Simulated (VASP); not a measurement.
# Fe (Im-3m) in VASP: a series of runs, part 2 of 2

VASP 6.6.1. Earlier steps stand in the parts before.

**4. Vibrations by finite differences, PBEsol, collinear spin, ferromagnetic start**

This run uses another cell than the first one, of 10.81 Å³/atom, 0.899 times its volume.

INCAR reads:

```
SYSTEM = Fe
PREC     = Accurate       ! precision mode
ENCUT    = 520            ! plane-wave cutoff, eV
EDIFF    = 1E-8           ! SCF threshold, eV
ISMEAR   = 0              ! smearing method
SIGMA    = 0.1            ! smearing width, eV
LREAL    = .False.        ! projectors in reciprocal space
LASPH    = .True.         ! aspherical terms in the spheres
NELM     = 150            ! most SCF steps
ALGO     = Normal         ! electronic algorithm
ISIF     = 3              ! what is computed and relaxed
LWAVE    = .False.        ! write WAVECAR
LCHARG   = .False.        ! write CHGCAR
ISPIN    = 2              ! spin polarisation
MAGMOM   = 2.5            ! initial moments
LORBIT   = 11             ! projections on sites
LMAXMIX  = 4              ! l up to which the mixer works
GGA      = PS             ! functional
IBRION   = 6              ! ionic algorithm
NFREE    = 2            
POTIM    = 0.015          ! step
NSW      = 1              ! ionic steps
```

KPOINTS reads:

```
Automatic mesh
0
Gamma
  20 20 20
  0 0 0
```

POSCAR reads:

```
Fe                                      
1.0
   -1.3927179475      1.3927179475      1.3927179475
    1.3927179475     -1.3927179475      1.3927179475
    1.3927179475      1.3927179475     -1.3927179475
  Fe            
     1
Direct
     0.0000000000000000    0.0000000000000000    0.0000000000000000
```

Potentials or basis: VASP PAW PBE potentials, release 64 (Fe).

Started as:

```sh
$ cat potpaw_PBE.64/Fe/POTCAR > POTCAR
$ mpirun -np 1 vasp_std > vasp.out
```

OUTCAR:

```text
SYSTEM = Fe
   PREC = Accurate
   ENCUT = 520
   EDIFF = 1E-8
   ISMEAR = 0
   LREAL = .False.
   LASPH = .True.
   NELM = 150
   ISIF = 3
   ISPIN = 2
   LORBIT = 11
   GGA = PS
   IBRION = 6
   NFREE = 2
   POTIM = 0.015
   NSW = 1

 ion  position               nearest neighbor table
   1  0.000  0.000  0.000-

  LATTYP: Found a body centered cubic cell.
 ALAT       =     2.7854358950

  Lattice vectors:

 A1 = (  -1.3927179475,   1.3927179475,   1.3927179475)
 A2 = (   1.3927179475,  -1.3927179475,   1.3927179475)
 A3 = (   1.3927179475,   1.3927179475,  -1.3927179475)

Analysis of symmetry for initial positions (statically):
=====================================================================
 Subroutine PRICEL returns:
 Original cell was already a primitive cell.

 Routine SETGRP: Setting up the symmetry group for a
 body centered cubic supercell.

 Subroutine GETGRP returns: Found 48 space group operations
 (whereof 48 operations were pure point group operations)
 out of a pool of 48 trial point group operations.

The static configuration has the point symmetry O_h .

Analysis of symmetry for dynamics (positions and initial velocities):
=====================================================================
 Subroutine PRICEL returns:
 Original cell was already a primitive cell.

 Routine SETGRP: Setting up the symmetry group for a
 body centered cubic supercell.

[... 658 lines left out ...]
      1      -2.3586      1.00000
      2       5.6107      1.00000
      3       5.6108      1.00000
      4       5.6108      1.00000
      5       7.7178      0.00000
      6       7.7179      0.00000
      7      31.5439      0.00000
      8      31.5439      0.00000
      9      31.5439      0.00000
[... 304 lines left out ...]
  FREE ENERGIE OF THE ION-ELECTRON SYSTEM (eV)
  ---------------------------------------------------
  free  energy   TOTEN  =        -8.9215042739 eV

  energy  without entropy=       -8.9172721978  energy(sigma->0) =       -8.91938824

 INTERNAL STRAIN TENSORS FROM STRAINED CELLS
 ============================================

 INTERNAL STRAIN TENSOR FOR ION    1 for displacements in x,y,z  (eV/Angst):
          X           Y           Z          XY          YZ          ZX
  --------------------------------------------------------------------------------
  x    -0.00000    -0.00000     0.00000     0.00000    -0.00000    -0.00000
  y     0.00000    -0.00000     0.00000     0.00000    -0.00000     0.00000
  z     0.00000    -0.00000     0.00000     0.00000    -0.00000    -0.00000

 INTERNAL STRAIN TENSORS FROM DISPLACED ATOMS
 ============================================

 INTERNAL STRAIN TENSOR FOR ION    1 for displacements in x,y,z  (eV/Angst):
          X           Y           Z          XY          YZ          ZX
  --------------------------------------------------------------------------------
  x     0.00000     0.00000     0.00000     0.00000     0.00000     0.00000
  y     0.00000     0.00000     0.00000     0.00000     0.00000     0.00000
  z     0.00000     0.00000     0.00000     0.00000     0.00000     0.00000

 Eigenvectors and eigenvalues of the dynamical matrix
 ----------------------------------------------------

   1 f  =    0.000000 THz     0.000000 2PiTHz    0.000000 cm-1     0.000000 meV
             X         Y         Z           dx          dy          dz
      0.000000  0.000000  0.000000    -0.243308   -0.969949    0.000000

   2 f  =    0.000000 THz     0.000000 2PiTHz    0.000000 cm-1     0.000000 meV
             X         Y         Z           dx          dy          dz
      0.000000  0.000000  0.000000     0.000000    0.000000    1.000000

   3 f  =    0.000000 THz     0.000000 2PiTHz    0.000000 cm-1     0.000000 meV
             X         Y         Z           dx          dy          dz
      0.000000  0.000000  0.000000    -0.969949    0.243308    0.000000

--------------------------------------------------------------------------------------------------------

 ELASTIC MODULI CONTR FROM IONIC RELAXATION (kBar)
 Direction    XX          YY          ZZ          XY          YZ          ZX
 --------------------------------------------------------------------------------
 XX           0.0000      0.0000      0.0000      0.0000      0.0000      0.0000
 YY           0.0000      0.0000      0.0000      0.0000      0.0000      0.0000
 ZZ           0.0000      0.0000      0.0000      0.0000      0.0000      0.0000
 XY           0.0000      0.0000      0.0000      0.0000      0.0000      0.0000
 YZ           0.0000      0.0000      0.0000      0.0000      0.0000      0.0000
 ZX           0.0000      0.0000      0.0000      0.0000      0.0000      0.0000
 --------------------------------------------------------------------------------

 TOTAL ELASTIC MODULI (kBar)
 Direction    XX          YY          ZZ          XY          YZ          ZX
 --------------------------------------------------------------------------------
 XX        3244.7443   1744.0190   1744.0190     -0.0000      0.0000     -0.0000
 YY        1744.0190   3244.7443   1744.0190      0.0000      0.0000      0.0000
 ZZ        1744.0190   1744.0190   3244.7443      0.0000      0.0000     -0.0000
 XY          -0.0000      0.0000      0.0000   1335.1547      0.0000      0.0000
 YZ           0.0000      0.0000      0.0000      0.0000   1335.1547      0.0000
 ZX          -0.0000      0.0000     -0.0000      0.0000      0.0000   1335.1547
 --------------------------------------------------------------------------------

 total charge

# of ion       s       p       d       tot
------------------------------------------
    1        0.512   0.592   6.277   7.382

 magnetization (x)

# of ion       s       p       d       tot
------------------------------------------
    1       -0.012  -0.049   2.133   2.072
```

stdout:

```text
POSCAR found type information on POSCAR Fe
 POSCAR found :  1 types and       1 ions
 scaLAPACK will be used
 -----------------------------------------------------------------------------
|                                                                             |
|                                                                             |
|     You enforced a specific xc type in the INCAR file but a different       |
|     I HOPE YOU KNOW WHAT YOU ARE DOING!                                     |
|                                                                             |
 -----------------------------------------------------------------------------

 LDA part: xc-table for (Slater+PW92), standard interpolation
 POSCAR, INCAR and KPOINTS ok, starting setup
 FFT: planning ... GRIDC
 FFT: planning ... GRID_SOFT
 FFT: planning ... GRID
 WAVECAR not read
 entering main loop
 Found     1 degrees of freedom:
 Adding 6 more for cell shape distortion
 Finite differences POTIM= 0.01500 DOF=   7
 bond charge predicted
 Finite differences progress:
 bond charge predicted
 Finite differences progress:
 bond charge predicted
 Finite differences progress:
 bond charge predicted
 Finite differences progress:
 bond charge predicted
 Finite differences progress:
 bond charge predicted
 Finite differences progress:
 bond charge predicted
 Finite differences progress:
 bond charge predicted
 Finite differences progress:
 bond charge predicted
 Finite differences progress:
 bond charge predicted
 Finite differences progress:
 bond charge predicted
 Finite differences progress:
 bond charge predicted
 Finite differences progress:
 bond charge predicted
 Finite differences progress:
 bond charge predicted
 Finite differences progress:
```

It took 15 min on 1 thread of Intel Xeon 6975P-C (Granite Rapids), shared host; peak memory 0.84 GiB.

Results:

* Net moment: 2.09 μB per cell
* Site moments: Fe +2.07 μB
* Valence electrons inside the program's atomic spheres: Fe 7.38
* Elastic constants C11, C12, C44: 324, 174, 134 GPa
* Voigt bulk modulus: 224 GPa

Elastic tensor in Voigt notation (GPa, in the Cartesian axes of the cell as first typed):
```
324 174 174   0   0   0
174 324 174   0   0   0
174 174 324   0   0   0
  0   0   0 134   0   0
  0   0   0   0 134   0
  0   0   0   0   0 134
```

Clamped-ion elastic tensor (GPa):
```
324 174 174   0   0   0
174 324 174   0   0   0
174 174 324   0   0   0
  0   0   0 134   0   0
  0   0   0   0 134   0
  0   0   0   0   0 134
```

Caveat: elastic constants of metals need much finer meshes, so these are rough; the PAW data sets were made with another functional, which shifts forces and pressure a little.
